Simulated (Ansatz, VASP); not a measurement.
## SiC: VASP beside Ansatz

The input INCAR:

```
SYSTEM = SiC
ALGO     = Normal         ! electronic algorithm
EDIFF    = 1E-6           ! SCF threshold, eV
ENCUT    = 520            ! plane-wave cutoff, eV
GGA      = PE             ! functional
ISIF     = 2              ! what is computed and relaxed
ISMEAR   = -1             ! smearing method
LASPH    = .TRUE.         ! aspherical terms in the spheres
LCHARG   = .FALSE.        ! write CHGCAR
LREAL    = .FALSE.        ! projectors in reciprocal space
LWAVE    = .FALSE.        ! write WAVECAR
NBANDS   = 16             ! bands
NELM     = 80             ! most SCF steps
PREC     = Accurate       ! precision mode
SIGMA    = 0.02           ! smearing width, eV
```

Contents of KPOINTS:

```
k-points
0
G
  9 9 4
  0 0 0
```

The input POSCAR:

```
SiC
1.0
    3.1648622694      0.0000000000      0.0000000000
   -1.5824311347      2.7408511248      0.0000000000
    0.0000000000      0.0000000000      4.8701421962
Si C
2 2
Direct
    0.3333333333      0.6666666667      0.2500000000
    0.6666666667      0.3333333333      0.7500000000
    0.6666666667      0.3333333333      0.2500000000
    0.3333333333      0.6666666667      0.7500000000
```

Input for Ansatz:

```yaml
crystal:
  lattice:
    - [3.1648622694, 0.0, 0.0]
    - [-1.5824311347, 2.7408511248, 0.0]
    - [0.0, 0.0, 4.8701421962]
  atoms:
    - { symbol: Si, position: [0.3333333333, 0.6666666667, 0.25] }
    - { symbol: Si, position: [0.6666666667, 0.3333333333, 0.75] }
    - { symbol: C, position: [0.6666666667, 0.3333333333, 0.25] }
    - { symbol: C, position: [0.3333333333, 0.6666666667, 0.75] }
kpoints:
  mp_grid: { grid: [9, 9, 4] }
hamiltonian:
  xc: pbe
scf:
  occupations: { method: fermi_dirac, width: 0.02 }
  n_extra_bands: 5
output:
  forces: true
  stress: true
  eigenvalues: true
```

Alike in both runs: task single point; functional PBE; k mesh 9 × 9 × 4; occupations fermi-dirac, width 0.02 eV; no spin polarisation.

|  | VASP | Ansatz |
| --- | --- | --- |
| version | VASP 6.6.1 | Ansatz 0.2.0 |
| potentials or method | VASP PAW PBE potentials, release 64 (Si, C) | plane waves, PAW |
| plane-wave cutoff (eV) | 520 | 420 |
| valence electrons in the cell | 16 | 16 |

|  | VASP | Ansatz | Ansatz less VASP |
| --- | --- | --- | --- |
| pressure (GPa) | 0.1 | 0.2 | +0.08 |
| largest component of the traceless stress (GPa) | 0.75 | 0.89 | +0.137 |
